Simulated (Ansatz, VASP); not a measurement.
## AlN in VASP and in Ansatz

```xyz
4
Lattice="3.2280 0.0000 0.0000 -1.6140 2.7956 0.0000 0.0000 0.0000 5.3146" Properties=species:S:1:pos:R:3 pbc="T T T"
Al    0.0000    1.8637   -0.0277
Al    1.6140    0.9319    2.5732
N     0.0000    1.8637    2.0680
N     1.6140    0.9319    4.7934
```

Alike in both runs: task single point; functional PBE; k mesh 9 × 9 × 6; occupations gaussian, width 0.02 eV; no spin polarisation.

|  | VASP | Ansatz |
| --- | --- | --- |
| version | VASP 6.6.1 | Ansatz 0.2.0 |
| potentials or method | VASP PAW PBE potentials, release 64 (Al, N) | scalar-relativistic, plane waves, PAW |
| plane-wave cutoff (eV) | 520 | 420 |
| valence electrons in the cell | 16 | 16 |

|  | VASP | Ansatz | Ansatz less VASP |
| --- | --- | --- | --- |
| gap on the k mesh at the Fermi level (eV) | 2.72 | 2.71 | -0.003 |
| least direct gap on the mesh (eV) | 2.72 | 2.71 | -0.003 |
| pressure (GPa) | -16.3 | -16.1 | +0.25 |
| largest component of the traceless stress (GPa) | 4.69 | 4.72 | +0.033 |
| rms of the force components (eV/Å) | 0.446 | 0.447 | +0.0004 |

Atom by atom the forces differ by 0.001 eV/Å (rms over components). The functional is the same, so the differences come from potentials, cutoffs and numerics.

Caveats: so large a pressure means that the cell lies far from this level's equilibrium, or that cutoff or potentials fall short (VASP); forces of over 1 eV/Å show positions far from the minimum, so gaps and moduli don't describe the material at rest.
